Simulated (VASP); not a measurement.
A run of VASP 6.6.1 is set up as follows.

POSCAR

```
InP
1.0
   -0.0000000000      2.9523302139      2.9523302139
    2.9523302139     -0.0000000000      2.9523302139
    2.9523302139      2.9523302139      0.0000000000
  In              P
     1     1
Direct
     0.0000000000000000    0.0000000000000000    0.0000000000000000
     0.2500000000000000    0.2500000000000000    0.2500000000000000
```

File INCAR.step1:

```
ALGO = Normal
EDIFF = 1E-8
EDIFFG = -0.002
ENCUT = 600
IBRION = 2
ISIF = 3
ISMEAR = 0
LASPH = T
LCHARG = F
LMIXTAU = T
LREAL = F
LWAVE = F
METAGGA = R2SCAN
NELM = 80
NSW = 40
PREC = Accurate
SIGMA = 0.03
```

File INCAR.step2:

```
ALGO = Normal
EDIFF = 1E-8
ENCUT = 600
IBRION = 6
ISIF = 2
ISMEAR = 0
LASPH = T
LCHARG = F
LMIXTAU = T
LREAL = F
LWAVE = F
METAGGA = R2SCAN
NELM = 80
NFREE = 2
NSW = 1
POTIM = 0.015
PREC = Accurate
SIGMA = 0.03
```

Contents of KPOINTS:

```
k-points
0
Gamma
  8 8 8
```

Potentials or basis: VASP PAW PBE potentials, release 64 (In_d, P).

Command:

```console
$ cat potpaw_PBE.64/In_d/POTCAR potpaw_PBE.64/P/POTCAR > POTCAR
$ cp INCAR.step1 INCAR
$ mpirun -np 1 vasp_std > vasp.out
$ cp CONTCAR POSCAR
$ cp INCAR.step2 INCAR
$ mpirun -np 1 vasp_std > vasp.out
```

**Question.** Estimate the highest phonon frequency at Γ, LO-TO splitting left out.

**Answer.** 295 cm⁻¹.

Phonon frequencies in cm⁻¹ (negative: imaginary):
```
              q point        frequencies
(0.000, 0.000, 0.000)  0 0 0 295 295 295
```
